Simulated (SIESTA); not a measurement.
**Rh under changes of volume**

One of the cells (14.302 Å³/atom); the others are scaled copies at fixed shape and fractional positions:

```
Rh
1.0
     2.73098    0.00000    0.00000
    -1.36549    2.36510    0.00000
     0.00000    0.00000    4.42849
Rh
2
Direct
  0.33333 0.66667 0.25000
  0.66667 0.33333 0.75000
```

This isn't the form of Rh at room conditions, which is fcc.

| Item | Value |
| --- | --- |
| Program | SIESTA 5.4.2 |
| Functional | PBEsol |
| Potentials or basis | PseudoDojo 0.4 standard (PBEsol files) |
| Basis | DZP (energy shift 0.003 Ry; two zetas on semicore shells) |
| Grid cutoff | 800 Ry |
| Energy shift | 0.003 Ry |
| k mesh | 11 × 11 × 6 |
| Occupations | fermi-dirac, width 0.05 eV |
| Spin | no spin polarisation |

```csv
volume (Å³/atom),energy over the lowest point (meV/atom),pressure (GPa)
13.444,6.22,6.8
13.730,0.00,0.6
14.016,4.16,-5.1
14.302,18.18,-10.2
14.588,?,?
14.874,69.63,-18.0
15.160,105.27,-21.6
```

Problem. What does the run at 14.588 Å³/atom give?

Solution. Energy over the lowest point 40.39 meV/atom; pressure -14.3 GPa.

Worked out: A Birch-Murnaghan fit of order 3 (a polynomial in V^(-2/3)) to the other rows has its minimum at 13.75 Å³/atom with B0 = V·E''(V) = 287 GPa and B' = 5.3 at fixed shape and positions, which overstates the stiffness. It gives 40.26 meV/atom at 14.588 Å³/atom, against the run's 40.39, and -dE/dV = -14.5 GPa, against -14.3.

Energies are extrapolated to zero smearing.

Caveats: the basis of atomic orbitals isn't converged, which shifts pressures, moduli and gaps.
